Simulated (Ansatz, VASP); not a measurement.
# AlN (AlN (P6_3mc)): VASP beside Ansatz, part 2 of 3

One calculation is typed for both programs; each brings its own data sets. How far apart do they land? Of the first pair: The cell is taken from a series of runs on this material, whose earlier steps may have relaxed, scaled, displaced or heated it; both programs get it as it stands.

VASP 6.6.1 and Ansatz 0.2.0.

So far. Step 2 (VASP: single point, r2SCAN, pair 1): The run ends at a pressure of -0.29 GPa, with forces up to 0.0035 eV/Å.

### Step 5. Ansatz: single point, r2SCAN, pair 2

Level of this step: Ansatz beside VASP: Kohn-Sham DFT, plane waves, r2SCAN (Ansatz).

With cell and atoms fixed, the geometry can't cause a difference; cores, projectors, grids and the points listed under the comparison can. This pair takes another cell of the material, with 72 atoms against 4 for the pair before.

The cell is taken from a series of runs on this material, whose earlier steps may have relaxed, scaled, displaced or heated it; both programs get it as it stands.

input.yaml

```yaml
crystal:
  lattice:
    - [9.3200881827, 8.6e-08, 0.0]
    - [-4.6600441658, 8.0714330888, 0.0]
    - [0.0, 0.0, 9.957120705]
  atoms:
    - { symbol: Al, position: [0.2222222222, 0.1111111111, 0.2496022559] }
    - { symbol: Al, position: [0.1111111111, 0.2222222222, 0.4996022559] }
    - { symbol: "N", position: [0.2222222222, 0.1111111111, 0.4403977441] }
    - { symbol: "N", position: [0.1111111111, 0.2222222222, 0.1903977441] }
    - { symbol: Al, position: [0.2222222222, 0.1111111111, 0.7496022559] }
    - { symbol: Al, position: [0.1111111111, 0.2222222222, 0.9996022559] }
    - { symbol: "N", position: [0.2222222222, 0.1111111111, 0.9403977441] }
    - { symbol: "N", position: [0.1111111111, 0.2222222222, 0.6903977441] }
    - { symbol: Al, position: [0.2222222222, 0.4444444444, 0.2496022559] }
    - { symbol: Al, position: [0.1111111111, 0.5555555556, 0.4996022559] }
    - { symbol: "N", position: [0.2222222222, 0.4444444444, 0.4403977441] }
    - { symbol: "N", position: [0.1111111111, 0.5555555556, 0.1903977441] }
    - { symbol: Al, position: [0.2222222222, 0.4444444444, 0.7496022559] }
    - { symbol: Al, position: [0.1111111111, 0.5555555556, 0.9996022559] }
    - { symbol: "N", position: [0.2222222222, 0.4444444444, 0.9403977441] }
    - { symbol: "N", position: [0.1111111111, 0.5555555556, 0.6903977441] }
    - { symbol: Al, position: [0.2222222222, 0.7777777778, 0.2496022559] }
    - { symbol: Al, position: [0.1111111111, 0.8888888889, 0.4996022559] }
    - { symbol: "N", position: [0.2222222222, 0.7777777778, 0.4403977441] }
    - { symbol: "N", position: [0.1111111111, 0.8888888889, 0.1903977441] }
    - { symbol: Al, position: [0.2222222222, 0.7777777778, 0.7496022559] }
    - { symbol: Al, position: [0.1111111111, 0.8888888889, 0.9996022559] }
    - { symbol: "N", position: [0.2222222222, 0.7777777778, 0.9403977441] }
    - { symbol: "N", position: [0.1111111111, 0.8888888889, 0.6903977441] }
    - { symbol: Al, position: [0.5555555556, 0.1111111111, 0.2496022559] }
    - { symbol: Al, position: [0.4444444444, 0.2222222222, 0.4996022559] }
    - { symbol: "N", position: [0.5555555556, 0.1111111111, 0.4403977441] }
    - { symbol: "N", position: [0.4444444444, 0.2222222222, 0.1903977441] }
    - { symbol: Al, position: [0.5555555556, 0.1111111111, 0.7496022559] }
    - { symbol: Al, position: [0.4444444444, 0.2222222222, 0.9996022559] }
    - { symbol: "N", position: [0.5555555556, 0.1111111111, 0.9403977441] }
    - { symbol: "N", position: [0.4444444444, 0.2222222222, 0.6903977441] }
    - { symbol: Al, position: [0.5555555556, 0.4444444444, 0.2496022559] }
    - { symbol: Al, position: [0.4444444444, 0.5555555556, 0.4996022559] }
    - { symbol: "N", position: [0.5555555556, 0.4444444444, 0.4403977441] }
    - { symbol: "N", position: [0.4444444444, 0.5555555556, 0.1903977441] }
    - { symbol: Al, position: [0.5555555556, 0.4444444444, 0.7496022559] }
    - { symbol: Al, position: [0.4444444444, 0.5555555556, 0.9996022559] }
    - { symbol: "N", position: [0.5555555556, 0.4444444444, 0.9403977441] }
    - { symbol: "N", position: [0.4444444444, 0.5555555556, 0.6903977441] }
    - { symbol: Al, position: [0.5555555556, 0.7777777778, 0.2496022559] }
    - { symbol: Al, position: [0.4444444444, 0.8888888889, 0.4996022559] }
    - { symbol: "N", position: [0.5555555556, 0.7777777778, 0.4403977441] }
    - { symbol: "N", position: [0.4444444444, 0.8888888889, 0.1903977441] }
    - { symbol: Al, position: [0.5555555556, 0.7777777778, 0.7496022559] }
    - { symbol: Al, position: [0.4444444444, 0.8888888889, 0.9996022559] }
    - { symbol: "N", position: [0.5555555556, 0.7777777778, 0.9403977441] }
    - { symbol: "N", position: [0.4444444444, 0.8888888889, 0.6903977441] }
    - { symbol: Al, position: [0.8888888889, 0.1111111111, 0.2496022559] }
    - { symbol: Al, position: [0.7777777778, 0.2222222222, 0.4996022559] }
    - { symbol: "N", position: [0.8888888889, 0.1111111111, 0.4403977441] }
    - { symbol: "N", position: [0.7777777778, 0.2222222222, 0.1903977441] }
    - { symbol: Al, position: [0.8888888889, 0.1111111111, 0.7496022559] }
    - { symbol: Al, position: [0.7777777778, 0.2222222222, 0.9996022559] }
    - { symbol: "N", position: [0.8888888889, 0.1111111111, 0.9403977441] }
    - { symbol: "N", position: [0.7777777778, 0.2222222222, 0.6903977441] }
    - { symbol: Al, position: [0.8888888889, 0.4444444444, 0.2496022559] }
    - { symbol: Al, position: [0.7777777778, 0.5555555556, 0.4996022559] }
    - { symbol: "N", position: [0.8888888889, 0.4444444444, 0.4403977441] }
    - { symbol: "N", position: [0.7777777778, 0.5555555556, 0.1903977441] }
    - { symbol: Al, position: [0.8888888889, 0.4444444444, 0.7496022559] }
    - { symbol: Al, position: [0.7777777778, 0.5555555556, 0.9996022559] }
    - { symbol: "N", position: [0.8888888889, 0.4444444444, 0.9403977441] }
    - { symbol: "N", position: [0.7777777778, 0.5555555556, 0.6903977441] }
    - { symbol: Al, position: [0.8888888889, 0.7777777778, 0.2496022559] }
    - { symbol: Al, position: [0.7777777778, 0.8888888889, 0.4996022559] }
    - { symbol: "N", position: [0.8888888889, 0.7777777778, 0.4403977441] }
    - { symbol: "N", position: [0.7777777778, 0.8888888889, 0.1903977441] }
    - { symbol: Al, position: [0.8888888889, 0.7777777778, 0.7496022559] }
    - { symbol: Al, position: [0.7777777778, 0.8888888889, 0.9996022559] }
    - { symbol: "N", position: [0.8888888889, 0.7777777778, 0.9403977441] }
    - { symbol: "N", position: [0.7777777778, 0.8888888889, 0.6903977441] }
basis:
  ecutwfc: 500
  xc_grid: 2
hamiltonian:
  xc: r2scan
kpoints:
  mp_grid: { grid: [1, 1, 1], shift: [0.25, 0.25, 0.25] }
scf:
  occupations: { method: fermi_dirac, width: 0.01 }
  max_iter: 80
```

Started as:

```bash
$ ansatz run input.yaml --threads 4 --pin off --max-ram 7536MiB --backend cpu --events-out ev --progress --plain --runs-dir out
```

Numbers of over 12 decimals in the logs are rounded to 6 here.

What it wrote:

```text
[...]
Crystal: 72 atoms, lattice volume = 749.039 Å³
Basis set: ecut = 500 eV, 18913 PW (Γ), exchange–correlation on 144×144×150 points (8 copies of the dense FFT grid, shifted against one another)
Bands: 216, of which v1, the nominal top of the filled ones, is band 144 counted from 1 (143 counted from 0)
Symmetry: 36 space group operations
k-points: 1
[...]
SCF iter   7: F=-33426.468042 eV  HF=-33426.468042 eV  |F-HF|=2.45e-8  |Δ(HF+E_count)|=   6.47e-7  Δρ=3.08e-6  dr2=8.59e-8  dr2_τ=7.96e-10  ethr=2.60e-10  ⟨swp⟩=1.0  Hψ=465  notcnv=0
SCF 1 converged in 7 iterations: F = -33426.468042 eV  dr2 = 8.59e-8
[...]
SCF converged after 7 iterations
Free energy (F): -33426.468042 eV
[...]
Internal energy: -33426.468042 eV  (E = F + TS)
E sigma→0 (E₀):  -33426.468042 eV
Fermi energy:    9.771987 eV
[...]
```

### Step 6. VASP: single point, r2SCAN, pair 2

The same cell, functional, mesh and smearing now go to VASP, with its own data sets.

INCAR

```
SYSTEM = AlN
PREC = Accurate
ENCUT = 580
EDIFF = 1E-06
NELM = 120
ISMEAR = -1
SIGMA = 0.01
LREAL = Auto
ALGO = Normal
METAGGA = R2SCAN
LASPH = .TRUE.
NBANDS = 200
LORBIT = 11
LWAVE = .FALSE.
LCHARG = .FALSE.
ISIF = 2
ISYM = 2
GGA_COMPAT = .FALSE.
EFERMI = MIDGAP
LMIXTAU = .TRUE.
NCORE = 2
```

POSCAR

```
AlN
1.0
    9.3200881827      0.0000000860      0.0000000000
   -4.6600441658      8.0714330888      0.0000000000
    0.0000000000      0.0000000000      9.9571207050
Al N
36 36
Direct
    0.2222222223      0.1111111111      0.2496022559
    0.1111111111      0.2222222223      0.4996022559
    0.2222222223      0.1111111111      0.7496022559
    0.1111111111      0.2222222223      0.9996022559
    0.2222222223      0.4444444445      0.2496022559
    0.1111111111      0.5555555556      0.4996022559
    0.2222222223      0.4444444445      0.7496022559
    0.1111111111      0.5555555556      0.9996022559
    0.2222222223      0.7777777778      0.2496022559
    0.1111111111      0.8888888889      0.4996022559
    0.2222222223      0.7777777778      0.7496022559
    0.1111111111      0.8888888889      0.9996022559
    0.5555555556      0.1111111111      0.2496022559
    0.4444444445      0.2222222223      0.4996022559
    0.5555555556      0.1111111111      0.7496022559
    0.4444444445      0.2222222223      0.9996022559
    0.5555555556      0.4444444445      0.2496022559
    0.4444444445      0.5555555556      0.4996022559
    0.5555555556      0.4444444445      0.7496022559
    0.4444444445      0.5555555556      0.9996022559
    0.5555555556      0.7777777778      0.2496022559
    0.4444444445      0.8888888889      0.4996022559
    0.5555555556      0.7777777778      0.7496022559
    0.4444444445      0.8888888889      0.9996022559
    0.8888888889      0.1111111111      0.2496022559
    0.7777777778      0.2222222223      0.4996022559
    0.8888888889      0.1111111111      0.7496022559
    0.7777777778      0.2222222223      0.9996022559
    0.8888888889      0.4444444445      0.2496022559
    0.7777777778      0.5555555556      0.4996022559
    0.8888888889      0.4444444445      0.7496022559
    0.7777777778      0.5555555556      0.9996022559
    0.8888888889      0.7777777778      0.2496022559
    0.7777777778      0.8888888889      0.4996022559
    0.8888888889      0.7777777778      0.7496022559
    0.7777777778      0.8888888889      0.9996022559
    0.2222222223      0.1111111111      0.4403977441
    0.1111111111      0.2222222223      0.1903977441
    0.2222222223      0.1111111111      0.9403977441
    0.1111111111      0.2222222223      0.6903977441
    0.2222222223      0.4444444445      0.4403977441
    0.1111111111      0.5555555556      0.1903977441
    0.2222222223      0.4444444445      0.9403977441
    0.1111111111      0.5555555556      0.6903977441
    0.2222222223      0.7777777778      0.4403977441
    0.1111111111      0.8888888889      0.1903977441
    0.2222222223      0.7777777778      0.9403977441
    0.1111111111      0.8888888889      0.6903977441
    0.5555555556      0.1111111111      0.4403977441
    0.4444444445      0.2222222223      0.1903977441
    0.5555555556      0.1111111111      0.9403977441
    0.4444444445      0.2222222223      0.6903977441
    0.5555555556      0.4444444445      0.4403977441
    0.4444444445      0.5555555556      0.1903977441
    0.5555555556      0.4444444445      0.9403977441
    0.4444444445      0.5555555556      0.6903977441
    0.5555555556      0.7777777778      0.4403977441
    0.4444444445      0.8888888889      0.1903977441
    0.5555555556      0.7777777778      0.9403977441
    0.4444444445      0.8888888889      0.6903977441
    0.8888888889      0.1111111111      0.4403977441
    0.7777777778      0.2222222223      0.1903977441
    0.8888888889      0.1111111111      0.9403977441
    0.7777777778      0.2222222223      0.6903977441
    0.8888888889      0.4444444445      0.4403977441
    0.7777777778      0.5555555556      0.1903977441
    0.8888888889      0.4444444445      0.9403977441
    0.7777777778      0.5555555556      0.6903977441
    0.8888888889      0.7777777778      0.4403977441
    0.7777777778      0.8888888889      0.1903977441
    0.8888888889      0.7777777778      0.9403977441
    0.7777777778      0.8888888889      0.6903977441
```

KPOINTS

```
Points of the shifted mesh
1
Reciprocal
 0.2500000000  0.2500000000  0.2500000000 1
```

PAW data sets: Al and N (PBE family, release 64).

Started as:

```bash
$ mpirun -np 8 vasp_std
```

What it wrote:

```text
[banner, memory and clock lines left out]
running    8 mpi-ranks, on    1 nodes
[...]
[... a notice as in an earlier step ...]

 LDA part: xc-table for (None), standard interpolation
 POSCAR, INCAR and KPOINTS ok, starting setup
[...]
entering main loop
       N       E                     dE             d eps       ncg     rms          rms(c)
DAV:   1     0.114145161863E+04    0.11415E+04   -0.14844E+05   400   0.148E+03
DAV:   2    -0.706927726691E+03   -0.18484E+04   -0.17664E+04   504   0.295E+02
DAV:   3    -0.846447315720E+03   -0.13952E+03   -0.13847E+03   488   0.876E+01
DAV:   4    -0.848541632542E+03   -0.20943E+01   -0.20882E+01   480   0.114E+01
[...]
DAV:  25    -0.693216976763E+03   -0.13081E-04   -0.27726E-06   320   0.619E-03    0.107E-02
DAV:  26    -0.693216981593E+03   -0.48300E-05   -0.64902E-07   288   0.311E-03    0.177E-03
DAV:  27    -0.693216981715E+03   -0.12237E-06   -0.24528E-07   248   0.185E-03
   1 F= -.69321698E+03 E0= -.69321698E+03  d E =0.000000E+00
```

Parts of OUTCAR (step 6):

```text
 POSITION                                       TOTAL-FORCE (eV/Angst)
 -----------------------------------------------------------------------------------
      1.55335      0.89683      2.48532         0.000000      0.000000      0.018868
     -0.00000      1.79365      4.97460        -0.000000     -0.000000      0.018868
      1.55335      0.89683      7.46388        -0.000000      0.000000      0.018868
     -0.00000      1.79365      9.95316        -0.000000     -0.000000      0.018868
     -0.00000      3.58730      2.48532         0.000000      0.000000      0.018868
     -1.55335      4.48413      4.97460        -0.000000     -0.000000      0.018868
     -0.00000      3.58730      7.46388         0.000000     -0.000000      0.018868
     -1.55335      4.48413      9.95316         0.000000     -0.000000      0.018868
     -1.55335      6.27778      2.48532         0.000000     -0.000000      0.018868
     -3.10670      7.17461      4.97460        -0.000000      0.000000      0.018868
     -1.55335      6.27778      7.46388         0.000000     -0.000000      0.018868
     -3.10670      7.17461      9.95316        -0.000000      0.000000      0.018868
      4.66004      0.89683      2.48532         0.000000     -0.000000      0.018868
      3.10670      1.79365      4.97460         0.000000     -0.000000      0.018868
[...]
-----------------------------------------------------------------------------------
    total drift:                               -0.000006     -0.000005     -0.427156

  FREE ENERGIE OF THE ION-ELECTRON SYSTEM (eV)
  ---------------------------------------------------
  free  energy   TOTEN  =      -693.2169817152 eV

  energy  without entropy=     -693.2169817152  energy(sigma->0) =     -693.21698172
```

The run ends at a pressure of -0.36 GPa, with forces up to 0.019 eV/Å.

### Step 7. Comparison

What differs besides the data sets and the points named for the pairs above, as far as they apply: the cutoff is 500 eV in Ansatz and 580 eV in VASP (PREC = Accurate, projectors in real space). Total energies have different zeros and are not compared.

Both answers:

```csv
quantity,Ansatz,VASP,difference
gap on the k mesh (eV),6.187,6.186,+0.001
```

A gap on the mesh is an upper bound, since the band edges may lie between its points.

[end of part 2 of 3]

[Lines on the potential files, build, host, timing and source positions are cut from VASP's logs without a mark.]

[Logs are printed without paths, hosts, clocks, repeated set-up lines and the standing remarks that a program may print on its own settings, such as how far it seeks lower states.]

[Hosts, paths, dates, database ids (printed as entryN), source tags and the programs' standing remarks are cut or masked in the printed files.]
